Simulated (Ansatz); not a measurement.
Sc: tetragonal deformation path

All numbers below come from DFT PBE, scalar-relativistic, plane waves, PAW (Ansatz 0.2.0). The runs took a 420 eV cutoff, a Γ-centred 20×20×20 mesh and Gaussian smearing (0.15 eV). No spin polarisation. Energies are free energies at this smearing, counted from the undisturbed cell; pressure is positive in compression.

The starting cell (as given, not relaxed at this level; it stands at 2.9 GPa; this fcc form isn't the usual structure):

```xyz
1
Lattice="0.0000 2.2705 2.2705 2.2705 0.0000 2.2705 2.2705 2.2705 0.0000" Properties=species:S:1:pos:R:3 pbc="T T T"
Sc    0.0000    0.0000    0.0000
```

At fixed volume and fractional coordinates, lengths along (0.000, 0.000, 1.000) are scaled against those across it; ρ is that ratio over its starting value. The cell is metallic on the mesh throughout. At ρ = 0.707 the cell becomes cubic (Im-3m), and there the slope of the energy vanishes by symmetry.

```
    ρ  ΔE (meV/atom)
0.707           57.1
0.780           49.3
0.850           27.1
0.920            8.3
1.000            0.0
1.200           55.5
1.300          123.3
1.414          235.2
```

Problem. Predict the pressure (GPa) at each point.

Solution.
```
    ρ  pressure (GPa)
0.707             3.6
0.780             3.3
0.850             3.0
0.920             2.9
1.000             2.9
1.200             2.7
1.300             2.7
1.414             2.7
```